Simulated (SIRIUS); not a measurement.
# WS2 in SIRIUS: the effect of strain

The system is WS2.

```
W S
1.0
     0.00000    3.00794    3.00794
     2.88762    0.00000    3.00794
     2.88762    3.00794    0.00000
W S
1 2
Cartesian
  0.0000 0.0000 0.0000
  1.4438 1.5040 1.5040
  4.3314 4.5119 4.5119
```

Measurements of this composition are mostly on another form, of space group No. 194.

The cell isn't the ideal one: strain = -0.04 (xx).

Alike in all runs:

```yaml
Program: SIRIUS 7.10.0
Task: single point
Functional: PBE
Potentials_or_basis: PseudoDojo 0.4.1 PBE standard (scalar relativistic)
Cutoff: 1030 eV
Density_cutoff: 4119 eV
k_mesh: 4 × 4 × 4
Occupations: fermi-dirac, width 0.05 eV
Spin: no spin polarisation
Strain_kind: xx
Libxc_names: "[\"XC_GGA_X_PBE\", \"XC_GGA_C_PBE\"]"
Energy_tol: 1e-08 Ha
Density_tol: 1e-06
Mixer: anderson
Mixing_beta: 0.7
Max_scf: 100
```

```csv
strain,pressure (GPa)
-4 % (xx),-4.9
-2 % (xx),-7.5
-1 % (xx),-8.7
+0 % (xx),-9.8
+1 % (xx),-10.8
+2 % (xx),-11.8
+4 % (xx),?
```

**Question.** What does the run with strain +4 % (xx) give?

**Answer.** Pressure -13.5 GPa.

Caveats: all runs use coarse meshes.
